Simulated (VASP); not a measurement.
Data:

```yaml
crystal:
  lattice:
    - [0.00000, 2.83857, 2.83857]
    - [2.83857, 0.00000, 2.83857]
    - [2.83857, 2.83857, 0.00000]
  atoms:
    - { symbol: Sr, position: [0.00000, 0.00000, 0.00000] }
    - { symbol: F, position: [0.25000, 0.25000, 0.25000] }
    - { symbol: F, position: [0.75000, 0.75000, 0.75000] }
```

Computed with r2SCAN meta-GGA, VASP's PBE PAW potentials (set 64) (plane waves; VASP). Settings: 520 eV cut-off, 7×7×7 Γ-centred mesh, Gaussian smearing of 0.050 eV, potentials Sr_sv F.

Problem. Predict the energy per atom (σ→0), pressure.

Solution. 
```json
{
  "energy per atom (σ→0)": "-11321 meV/atom",
  "pressure": "5.45 GPa"
}
```

The compound is SrF2 in the fluorite structure. This cell is one point of a volume scan, at 0.94 of the reference volume.
